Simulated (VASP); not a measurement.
Wanted: the native input for a VASP 6.6.1 run.

- Task: relaxation of cell and atoms
- Functional: PBE
- Potentials or basis: VASP PAW PBE potentials, release 64 (Sn_d, O)
- Cutoff: 600 eV
- k mesh: 6 × 6 × 4
- Occupations: gaussian, width 0.1 eV
- Spin: no spin polarisation
- Dipole correction: no
- Further INCAR settings: ALGO = Fast; EDIFF = 1e-06; IBRION = 2; EDIFFG = -0.04; NSW = 90; ISIF = 3

The structure of SnO lies in POSCAR:

```
SnO
1.0
    3.3158679500      0.0000000000      0.0000000000
   -1.6579339800      2.8716258800      0.0000000000
    0.0000000000      0.0000000000      6.3883928700
Sn O
2 2
Direct
    0.3333333300      0.6666666700      0.2500000000
    0.6666666700      0.3333333300      0.7500000000
    0.0000000000      0.0000000000      0.0000000000
    0.0000000000      0.0000000000      0.5000000000
```

The cell was built by a generator and needn't be a form met in nature.

These files were run (other wordings do the same):

INCAR

```
SYSTEM = SnO
PREC = Accurate
ENCUT = 600
EDIFF = 1E-6
ISMEAR = 0
SIGMA = 0.1
LREAL = .False.
LASPH = .True.
NELM = 100
ALGO = Fast
ISIF = 3
LWAVE = .False.
LCHARG = .False.
GGA = PE
IBRION = 2
NSW = 90
EDIFFG = -0.04
```

KPOINTS

```
regular mesh
0
Gamma
  6 6 4
  0 0 0
```

Potentials or basis: VASP PAW PBE potentials, release 64 (Sn_d, O).

Launch:

```sh
$ cat potpaw_PBE.64/Sn_d/POTCAR potpaw_PBE.64/O/POTCAR > POTCAR
$ mpirun -np 1 vasp_std > vasp.out
```

It gave:

```yaml
Relaxed_volume: 16.12 Å³/atom
Relaxed_cell: a = 3.410 Å, b = 3.410 Å, c = 6.404 Å, α = 90.00°, β = 90.00°, γ = 120.00°
Space_group_after_relaxing_to_0.05_Å: P6_3/mmc (No. 194)
Energy_gained_by_relaxing: 13.9 meV/atom
Ionic_steps: 5
Pressure_after_relaxing: 0.0 GPa
Band_gap_on_the_k_mesh: none (metal or under the smearing width)
```

Caveat: the k mesh is coarse (spacing up to 0.36 Å⁻¹), so the values aren't converged.

Run time: 2.8 min on 1 thread of Intel(R) Xeon(R) Platinum 8259CL CPU @ 2.50GHz (Skylake/Cascade Lake), on a shared host, peak memory 0.22 GiB.
